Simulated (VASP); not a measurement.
# SiSe2 (Ibam) in VASP: single point with PBE+D3(BJ)

Aim: the single point of SiSe2 with PBE+D3(BJ).

All numbers are computed with VASP 6.6.1; they aren't measurements. Logs are shortened: lines on timing, memory, paths and dates and some standing lists are left out, and cuts for length are marked.

**1. The structure**

The structure is orthorhombic, space group Ibam (No. 72). Conventional cell: a = 5.855 Å, b = 9.498 Å, c = 5.838 Å, α = 90.00°, β = 90.00°, γ = 90.00°. Si (site symmetry 222) is surrounded by 4 Se at 2.30 Å. Se (site symmetry m) has 2 Si at 2.30 Å as nearest neighbours.

**2. Single point, PBE+D3(BJ)**

INCAR

```
SYSTEM = SiSe2
ALGO     = Fast           ! electronic algorithm
EDIFF    = 1E-7           ! SCF threshold, eV
ENCUT    = 520            ! plane-wave cutoff, eV
GGA      = PE             ! functional
ISIF     = 2              ! what is computed and relaxed
ISMEAR   = 0              ! smearing method
IVDW     = 12             ! dispersion correction
LASPH    = .TRUE.         ! aspherical terms in the spheres
LCHARG   = .FALSE.        ! write CHGCAR
LREAL    = .FALSE.        ! projectors in reciprocal space
LWAVE    = .FALSE.        ! write WAVECAR
NBANDS   = 25             ! bands
NELM     = 100            ! most SCF steps
PREC     = Accurate       ! precision mode
SIGMA    = 0.02           ! smearing width, eV
```

KPOINTS

```
k-points
0
G
  8 8 8
  0 0 0
```

POSCAR

```
SiSe2
1.0
   -2.9273610864      4.7489663161      2.9189953271
    2.9273610864     -4.7489663161      2.9189953271
    2.9273610864      4.7489663161     -2.9189953271
Si Se
2 4
Direct
    0.7500000000      0.7500000000      0.0000000000
    0.2500000000      0.2500000000      0.0000000000
    0.1262546341      0.2227161928      0.3489708269
    0.8737453659      0.7772838072      0.6510291731
    0.6262546341      0.2772838072      0.9035384413
    0.3737453659      0.7227161928      0.0964615587
```

Potentials or basis: VASP PAW PBE potentials, release 64 (Si, Se).

On the command line:

```
$ cat potpaw_PBE.64/Si/POTCAR potpaw_PBE.64/Se/POTCAR > POTCAR
$ mpirun -np 1 vasp_std > vasp.out
```

OUTCAR:

```text
SYSTEM = SiSe2
   EDIFF = 1E-7
   ENCUT = 520
   GGA = PE
   ISIF = 2
   ISMEAR = 0
   IVDW = 12
   LASPH = .TRUE.
   LREAL = .FALSE.
   NELM = 100
   PREC = Accurate
 IVDW          = 12

 ion  position               nearest neighbor table
   1  0.750  0.750  0.000-   3 2.30   4 2.30   5 2.30   6 2.30   2 2.92   2 2.92
   2  0.250  0.250  0.000-   3 2.30   4 2.30   5 2.30   6 2.30   1 2.92   1 2.92
   3  0.126  0.223  0.349-   1 2.30   2 2.30
   4  0.874  0.777  0.651-   1 2.30   2 2.30
   5  0.626  0.277  0.904-   1 2.30   2 2.30
   6  0.374  0.723  0.096-   1 2.30   2 2.30

  LATTYP: Found a body centered orthorhombic cell.
 ALAT       =     5.8379906542
 B/A-ratio  =     1.0028659721
 C/A-ratio  =     1.6269180947

  Lattice vectors:

 A1 = (   2.9273610864,   4.7489663161,  -2.9189953271)
 A2 = (  -2.9273610864,   4.7489663161,   2.9189953271)
 A3 = (   2.9273610864,  -4.7489663161,   2.9189953271)

Analysis of symmetry for initial positions (statically):
=====================================================================
 Subroutine PRICEL returns:
 Original cell was already a primitive cell.

 Routine SETGRP: Setting up the symmetry group for a
 body centered orthorhombic supercell.

 Subroutine GETGRP returns: Found  8 space group operations
 (whereof  4 operations were pure point group operations)
 out of a pool of  8 trial point group operations.

The static configuration has the point symmetry C_2h.
 The point group associated with its full space group is D_2h.

Analysis of symmetry for dynamics (positions and initial velocities):
=====================================================================
 Subroutine PRICEL returns:
 Original cell was already a primitive cell.

 Routine SETGRP: Setting up the symmetry group for a
 body centered orthorhombic supercell.

 Subroutine GETGRP returns: Found  8 space group operations
 (whereof  4 operations were pure point group operations)
 out of a pool of  8 trial point group operations.

The dynamic configuration has the point symmetry C_2h.
 The point group associated with its full space group is D_2h.

 Subroutine INISYM returns: Found  8 space group operations
 (whereof  4 operations are pure point group operations),
 and found     1 'primitive' translations

----------------------------------------------------------------------------------------

                                     Primitive cell

  volume of cell :     162.3188

  direct lattice vectors                    reciprocal lattice vectors
    -2.927361086  4.748966316  2.918995327     0.000000000  0.105286070  0.171291812
     2.927361086 -4.748966316  2.918995327     0.170802298  0.000000000  0.171291812
     2.927361086  4.748966316 -2.918995327     0.170802298  0.105286070  0.000000000

  length of vectors
     6.296241555  6.296241555  6.296241555     0.201062283  0.241897313  0.200645412

  position of ions in fractional coordinates (direct lattice)
     0.750000000  0.750000000  0.000000000
     0.250000000  0.250000000  0.000000000
     0.126254634  0.222716193  0.348970827
     0.873745366  0.777283807  0.651029173
     0.626254634  0.277283807  0.903538441
     0.373745366  0.722716193  0.096461559

  ion indices of the primitive-cell ions
   primitive index   ion index
                 1           1
                 2           2
                 3           3
                 4           4
                 5           5
                 6           6

----------------------------------------------------------------------------------------

 KPOINTS: k-points

Automatic generation of k-mesh.
 Grid dimensions read from file:
 generate k-points for:    8    8    8

 Generating k-lattice:

  Cartesian coordinates                     Fractional coordinates (reciprocal lattice)
     0.000000000  0.013160759  0.021411477     0.125000000  0.000000000  0.000000000
     0.021350287  0.000000000  0.021411477    -0.000000000  0.125000000  0.000000000
     0.021350287  0.013160759  0.000000000    -0.000000000  0.000000000  0.125000000

  Length of vectors
     0.025132785  0.030237164  0.025080677

  Shift w.r.t. Gamma in fractional coordinates (k-lattice)
     0.000000000  0.000000000  0.000000000

 Subroutine IBZKPT returns following result:
 ===========================================

 Found     95 irreducible k-points:

 Following reciprocal coordinates:
            Coordinates               Weight
  0.000000  0.000000  0.000000      1.000000
  0.125000  0.000000 -0.000000      4.000000
  0.250000  0.000000 -0.000000      4.000000
  0.375000  0.000000 -0.000000      4.000000
  0.500000  0.000000 -0.000000      2.000000
  0.000000  0.125000 -0.000000      4.000000
[... 16 lines left out ...]
  0.125000  0.375000 -0.000000      8.000000
  0.250000  0.375000 -0.000000      8.000000
 [... further k-points ...]
   k-points           NKPTS =     95   k-points in BZ     NKDIM =     95   number of bands    NBANDS=     25
   number of dos      NEDOS =    301   number of ions     NIONS =      6
   total plane-waves  NPLWV = 110592
   dimension x,y,z NGX =    48 NGY =   48 NGZ =   48
   dimension x,y,z NGXF=    96 NGYF=   96 NGZF=   96
   ions per type =               2   4
   NGX,Y,Z   is equivalent  to a cutoff of  12.67, 12.67, 12.67 a.u.
   NGXF,Y,Z  is equivalent  to a cutoff of  25.35, 25.35, 25.35 a.u.
 SYSTEM =  SiSe2
   PREC   = accura    normal or accurate (medium, high low for compatibility)
   ISTART =      0    job   : 0-new  1-cont  2-samecut
   ICHARG =      2    charge: 1-file 2-atom 10-const
   ISPIN  =      1    spin polarized calculation?
   LNONCOLLINEAR =      F non collinear calculations
   LSORBIT =      F    spin-orbit coupling
   LASPH  =      T    aspherical Exc in radial PAW
   ENCUT  =  520.0 eV  38.22 Ry    6.18 a.u.  11.71 11.71 11.71*2*pi/ulx,y,z
   NELM   =    100;   NELMIN=  2; NELMDL= -5     # of ELM steps
   EDIFF  = 0.1E-06   stopping-criterion for ELM
   LREAL  =      F    real-space projection
   EDIFFG = 0.1E-05   stopping-criterion for IOM
   NSW    =      0    number of steps for IOM
   IBRION =     -1    ionic relax: 0-MD 1-quasi-New 2-CG
   NFREE  =      0    steps in history (QN), initial steepest desc. (CG)
   ISIF   =      2    stress and relaxation
   ISYM   =      2    0-nonsym 1-usesym 2-fastsym
   POTIM  = 0.5000    time-step for ionic-motion
   TEBEG  =    0.0;   TEEND  =   0.0 temperature during run
   PSTRESS=    0.0 pullay stress
   NELECT =      32.0000    total number of electrons
   NUPDOWN=      -1.0000    fix difference up-down
   EMIN   =  10.00;   EMAX   =-10.00  energy-range for DOS
   EFERMI =   0.00;   METHOD = LEGACY
   ISMEAR =     0;   SIGMA  =   0.02  broadening in eV -4-tet -1-fermi 0-gaus
   EFERMI_NEDOS =   21; number of points for ismear=-14 and -15
   IALGO  =     68    algorithm
   IMIX   =      4    mixing-type and parameters
     AMIX     =   0.40;   BMIX     =  1.00
     AMIX_MAG =   1.60;   BMIX_MAG =  1.00
  volume/ion in A,a.u.               =      27.05       182.56
  Fermi-wavevector in a.u.,A,eV,Ry     =   0.952800  1.800532 12.351756  0.907828
  Thomas-Fermi vector in A             =   2.081397
   LORBIT       =      0    0 simple, 1 ext, 2 COOP (PROOUT), +10 PAW based schemes
   GGA     = PE    functional components
   LHFCALC =     F    Hartree Fock is set to
   AEXX    =    0.0000 exact exchange contribution
   IVDW    =    12    specifies the selected vdW correction
   LEPSILON=     F    determine dielectric tensor
   LRPA    =     F    only Hartree local field effects (RPA)
 non-spin polarized calculation
 RMM-DIIS sequential band-by-band and
 Gauss-broadening in eV      SIGMA  =   0.02
  energy-cutoff  :      520.00
  volume of cell :      162.32
 maximum number of plane-waves:      4408
   NGX = 23   NGY = 23   NGZ = 23

 number of electron      32.0000000 magnetization

 Free energy of the ion-electron system (eV)
  ---------------------------------------------------
  ext. energy  EPLUGINS =         0.00000000
  ---------------------------------------------------
  free energy    TOTEN  =       -27.39557148 eV

  energy without entropy =      -27.39557148  energy(sigma->0) =      -27.39557148

 E-fermi :   2.3484     XC(G=0):  -8.4456

 val. band max:        2.2236016774   @ k =  -0.3750   0.3750   0.2500
 cond. band min:       3.7307036635   @ k =   0.5000   0.5000   0.5000
 fundamental gap:      1.5071019862
 Fermi energy:         2.3483695153

 k-point     1 :       0.0000    0.0000    0.0000
  band No.  band energies     occupation
      1     -12.2446      2.00000
      2     -10.4099      2.00000
      3     -10.1192      2.00000
      4      -9.8463      2.00000
      5      -5.3101      2.00000
      6      -4.3170      2.00000
[... 17 lines left out ...]
     24       8.3943      0.00000
     25       8.8433      0.00000

 k-point     2 :       0.1250    0.0000   -0.0000
  band No.  band energies     occupation
      1     -12.1878      2.00000
      2     -10.4956      2.00000
      3     -10.1270      2.00000
      4      -9.8744      2.00000
      5      -5.2445      2.00000
      6      -4.2878      2.00000
[... 17 lines left out ...]
     24       7.9950      0.00000
     25       8.6363      0.00000

 k-point     3 :       0.2500    0.0000   -0.0000
  band No.  band energies     occupation
      1     -12.0216      2.00000
      2     -10.7320      2.00000
      3     -10.1404      2.00000
      4      -9.9460      2.00000
      5      -5.0423      2.00000
      6      -4.2430      2.00000
[... 17 lines left out ...]
     24       8.1509      0.00000
     25       8.7931      0.00000

 k-point     4 :       0.3750    0.0000   -0.0000
  band No.  band energies     occupation
      1     -11.7595      2.00000
      2     -11.0649      2.00000
      3     -10.1369      2.00000
      4     -10.0310      2.00000
      5      -4.7373      2.00000
      6      -4.2728      2.00000
[... 17 lines left out ...]
     24       7.8269      0.00000
     25       9.4208      0.00000

 k-point     5 :       0.5000    0.0000   -0.0000
  band No.  band energies     occupation
      1     -11.4269      2.00000
      2     -11.4269      2.00000
      3     -10.1004      2.00000
      4     -10.1004      2.00000
      5      -4.4427      2.00000
      6      -4.4427      2.00000
[... 17 lines left out ...]
     24       7.5336      0.00000
     25       9.4434      0.00000

 k-point     6 :       0.0000    0.1250   -0.0000
  band No.  band energies     occupation
      1     -12.1789      2.00000
      2     -10.4953      2.00000
      3     -10.1427      2.00000
      4      -9.8752      2.00000
      5      -5.2406      2.00000
      6      -4.2748      2.00000
[... 17 lines left out ...]
     24       7.8200      0.00000
     25       8.6334      0.00000
[... 393 lines left out ...]
 k-point    21 :      -0.1250    0.2500   -0.0000
  band No.  band energies     occupation
      1     -12.1229      2.00000
      2     -10.5042      2.00000
      3     -10.1908      2.00000
      4      -9.9346      2.00000
      5      -5.2506      2.00000
      6      -4.2025      2.00000
[... 17 lines left out ...]
     24       7.8830      0.00000
     25       8.8192      0.00000

 k-point    22 :       0.0000    0.3750   -0.0000
  band No.  band energies     occupation
      1     -11.7060      2.00000
      2     -11.0242      2.00000
      3     -10.2146      2.00000
      4     -10.0797      2.00000
      5      -4.8085      2.00000
      6      -4.3136      2.00000
[... 17 lines left out ...]
     24       7.6769      0.00000
     25       9.3550      0.00000

 k-point    23 :       0.1250    0.3750   -0.0000
  band No.  band energies     occupation
      1     -11.4164      2.00000
      2     -11.3339      2.00000
      3     -10.2045      2.00000
      4     -10.1314      2.00000
      5      -4.5512      2.00000
      6      -4.4760      2.00000
[... 17 lines left out ...]
     24       7.6375      0.00000
     25       9.4180      0.00000

 k-point    24 :       0.2500    0.3750   -0.0000
  band No.  band energies     occupation
      1     -11.6190      2.00000
      2     -11.0839      2.00000
      3     -10.2215      2.00000
      4     -10.1487      2.00000
      5      -4.7369      2.00000
      6      -4.2860      2.00000
[... 17 lines left out ...]
     24       7.7699      0.00000
     25       9.6412      0.00000

 [... further k-points ...]

------------------------ aborting loop because EDIFF is reached ----------------------------------------

 Edisp (eV)   -1.69169

 E8    (eV) :    -0.6944

  FORCE on cell =-STRESS in cart. coord.  units (eV):
  Direction    XX          YY          ZZ          XY          YZ          ZX
  --------------------------------------------------------------------------------------
  -------------------------------------------------------------------------------------
  Total       0.10635     0.08162     0.10437     0.00000     0.00000     0.00000
  in kB       1.04970     0.80562     1.03023     0.00000     0.00000     0.00000
  external pressure =        0.96 kB  Pullay stress =        0.00 kB

 VOLUME and BASIS-vectors are now :
 -----------------------------------------------------------------------------
  energy-cutoff  :      520.00
  volume of cell :      162.32
      direct lattice vectors                 reciprocal lattice vectors
    -2.927361086  4.748966316  2.918995327     0.000000000  0.105286070  0.171291812
     2.927361086 -4.748966316  2.918995327     0.170802298  0.000000000  0.171291812
     2.927361086  4.748966316 -2.918995327     0.170802298  0.105286070  0.000000000

 POSITION                                       TOTAL-FORCE (eV/Angst)
 -----------------------------------------------------------------------------------
      0.00000      0.00000      4.37849         0.000000      0.000000     -0.000000
      0.00000      0.00000      1.45950         0.000000      0.000000     -0.000000
      1.30394      1.19916      0.00000         0.020258      0.018745      0.000000
      1.62342      3.54981      2.91900        -0.020258     -0.018745     -0.000000
      1.62342      5.94812      0.00000        -0.020258      0.018745     -0.000000
      1.30394     -1.19916      2.91900         0.020258     -0.018745      0.000000
 -----------------------------------------------------------------------------------
    total drift:                               -0.000000      0.000000     -0.000000

  FREE ENERGIE OF THE ION-ELECTRON SYSTEM (eV)
  ---------------------------------------------------
  free  energy   TOTEN  =       -29.0872577297 eV

  energy  without entropy=      -29.0872577297  energy(sigma->0) =      -29.08725773
```

Run time: 5.5 min. Hardware: 1 thread of Intel Xeon Platinum 8488C (Sapphire Rapids), shared host; peak memory 0.51 GiB.

Results:

* Free energy: -29.0873 eV
* Pressure: 0.1 GPa
* Largest force: 0.028 eV/Å
* Band gap on the k mesh: 1.51 eV, indirect (least direct gap 1.77 eV)
* Dispersion energy per atom: -0.282 eV

Forces in eV/Å, atoms in the order of the input:
```
Si   0.000  0.000  0.000
Si   0.000  0.000  0.000
Se   0.020  0.019  0.000
Se  -0.020 -0.019  0.000
Se  -0.020  0.019  0.000
Se   0.020 -0.019  0.000
```
